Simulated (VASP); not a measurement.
A run of VASP 6.6.1 is set up as follows.

File INCAR:

```
SYSTEM = CdF2
  PREC = Accurate
  ENCUT = 520
  EDIFF = 1E-6
  ISMEAR = 0
  SIGMA = 0.03
  LREAL = .FALSE.
  LASPH = .TRUE.
  NELM = 80
  ALGO = Normal
  ISIF = 2
  LWAVE = .FALSE.
  LCHARG = .FALSE.
  METAGGA = R2SCAN
  LMIXTAU = .TRUE.
  NBANDS = 20
  KPAR = 2
```

File KPOINTS:

```
Automatic mesh
0
G
  10 10 10
  0 0 0
```

File POSCAR:

```
CdF2                                    
1.0
    0.0000000000      2.6969680780      2.6969680780
    2.6969680780      0.0000000000      2.6969680780
    2.6969680780      2.6969680780      0.0000000000
  Cd              F             
     1     2
Direct
     0.0000000000000000    0.0000000000000000    0.0000000000000000
     0.2500000000000000    0.2500000000000000    0.2500000000000000
     0.7500000000000000    0.7500000000000000    0.7500000000000000
```

Contents of KPOINTS_OPT:

```
explicit points
202
Reciprocal
 0.0000000000  0.0000000000  0.0000000000 1
 0.0555555556  0.0000000000  0.0555555556 1
 0.1111111111  0.0000000000  0.1111111111 1
 0.1666666667  0.0000000000  0.1666666667 1
 0.2222222222  0.0000000000  0.2222222222 1
 0.2777777778  0.0000000000  0.2777777778 1
[... 194 lines left out ...]
 0.4893886500  0.0106113500  0.5000000000 1
 0.5106113500 -0.0106113500  0.5000000000 1
```

Potentials or basis: VASP PAW PBE potentials, release 64 (Cd, F).

The run is started by

```console
$ cat potpaw_PBE.64/Cd/POTCAR potpaw_PBE.64/F/POTCAR > POTCAR
$ mpirun -np 2 vasp_std > vasp.out
```

(1) Predict the band gap along the path.

(2) Predict the band gap on the k mesh.

Results:

(1) 3.74 eV, indirect (least direct gap 4.25 eV).

(2) 3.75 eV, indirect (least direct gap 4.25 eV).
